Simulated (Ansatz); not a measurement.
SnTe:

```xyz
2
Lattice="0.0000 3.6111 3.6111 3.6111 0.0000 3.6111 3.6111 3.6111 0.0000" Properties=species:S:1:pos:R:3 pbc="T T T"
Te    1.8056    1.8056    1.8056
Sn    0.0000    0.0000    0.0000
```

Measurements of this composition are mostly on another form, of space group No. 225.

- Program: Ansatz 0.2.0
- Task: relaxation of cell and atoms
- Functional: r2SCAN
- Dispersion: rVV10
- Potentials or basis: Ansatz PAW
- Cutoff: 500 eV (not typed: the program's choice for these potentials)
- k mesh: 7 × 7 × 7
- Occupations: fermi-dirac, width 0.05 eV
- Spin: no spin polarisation

At the start: volume 47.09 Å³/atom.

**Question.** Where does the relaxation end?

**Answer.** It ends after 3 steps and the volume is 45.06 Å³/atom (-4.3 %); space group F-43m (No. 216, to 0.05 Å).

The path:
| step | energy change (eV) | largest force (eV/Å) | volume (Å³) |
| --- | --- | --- | --- |
| 1 | 0.0000 | 0.0000 | 94.18 |
| 2 | -0.0145 | 0.0000 | 90.12 |
| 3 | -0.0144 | 0.0000 | 90.12 |

Final structure:
```cif
data_structure
_symmetry_space_group_name_H-M 'P 1'
_symmetry_Int_Tables_number 1
_cell_length_a 5.0324
_cell_length_b 5.0324
_cell_length_c 5.0324
_cell_angle_alpha 60.000
_cell_angle_beta 60.000
_cell_angle_gamma 60.000
_cell_volume 90.12
loop_
_atom_site_label
_atom_site_type_symbol
_atom_site_fract_x
_atom_site_fract_y
_atom_site_fract_z
_atom_site_occupancy
Te1 Te 0.25000 0.25000 0.25000 1
Sn1 Sn 0.00000 0.00000 0.00000 1
```

Caveat: the plane-wave basis is chosen anew once the cell has moved, so the energies of steps on either side of that aren't comparable; the PAW data sets come from PBE, with cores solved anew for the run's functional, which leaves a small shift of forces and pressure.
